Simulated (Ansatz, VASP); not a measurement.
# Rb: VASP beside Ansatz

POSCAR

```
Rb
1.0
    5.0882069760      0.0000000000      0.0000000000
   -2.5441034880      4.4065165009      0.0000000000
    0.0000000000      0.0000000000      8.4420579800
Rb
2
Direct
    0.3333333300      0.6666666700      0.2500000000
    0.6666666700      0.3333333300      0.7500000000
```

File INCAR.step1:

```
ALGO     = Normal         # electronic algorithm
EDIFF    = 1E-4           # SCF threshold, eV
ENCUT    = 520            # plane-wave cutoff, eV
GGA      = PE             # functional
ISMEAR   = 0              # smearing method
LASPH    = T              # aspherical terms in the spheres
LCHARG   = F              # write CHGCAR
LREAL    = F              # projectors in reciprocal space
LWAVE    = T              # write WAVECAR
NBANDS   = 16             # bands
NELM     = 100            # most SCF steps
PREC     = Accurate       # precision mode
SIGMA    = 0.1            # smearing width, eV
```

INCAR.step2

```
ALGO     = Normal         # electronic algorithm
EDIFF    = 1E-6           # SCF threshold, eV
ENCUT    = 520            # plane-wave cutoff, eV
ISIF     = 2              # what is computed and relaxed
ISMEAR   = 0              # smearing method
ISTART   = 1            
LASPH    = T              # aspherical terms in the spheres
LCHARG   = F              # write CHGCAR
LMIXTAU  = T            
LREAL    = F              # projectors in reciprocal space
LWAVE    = F              # write WAVECAR
METAGGA  = R2SCAN         # meta-GGA
NBANDS   = 16             # bands
NELM     = 100            # most SCF steps
PREC     = Accurate       # precision mode
SIGMA    = 0.1            # smearing width, eV
```

File KPOINTS:

```
k-points
0
Gamma
  6 6 2
```

Input for Ansatz:

```yaml
crystal:
  lattice:
    - [5.088206976, 0.0, 0.0]
    - [-2.544103488, 4.4065165009, 0.0]
    - [0.0, 0.0, 8.44205798]
  atoms:
    - { symbol: Rb, position: [0.33333333, 0.66666667, 0.25] }
    - { symbol: Rb, position: [0.66666667, 0.33333333, 0.75] }
basis:
  ecutwfc: 500
kpoints:
  mp_grid: { grid: [6, 6, 2] }
hamiltonian:
  xc: r2scan
scf:
  occupations: { method: gaussian, width: 0.1 }
output:
  forces: true
  stress: true
  eigenvalues: true
```

This isn't the form of Rb at room conditions, which is bcc.

Alike in both runs: task single point; functional r2SCAN; k mesh 6 × 6 × 2; occupations gaussian, width 0.1 eV; no spin polarisation.

|  | VASP | Ansatz |
| --- | --- | --- |
| version | VASP 6.6.1 | Ansatz 0.2.0 |
| potentials or method | VASP PAW PBE potentials, release 64 (Rb_sv) | scalar-relativistic, plane waves, PAW |
| plane-wave cutoff (eV) | 520 | 500 |
| valence electrons in the cell | 18 | 18 |

```tsv
	VASP	Ansatz	Ansatz less VASP
gap on the k mesh at the Fermi level (eV)	none	none	-
pressure (GPa)	0.0	0.0	0.00
largest component of the traceless stress (GPa)	0.25	0.25	0.000
```

A gap of «none» marks a metal or a gap that the smearing closes. The functional is the same, so the differences come from potentials, cutoffs and numerics.

Caveats: the k mesh is coarse (spacing up to 0.37 Å⁻¹), so the values aren't converged; the PAW data sets were made with another functional, which shifts forces and pressure a little (VASP).
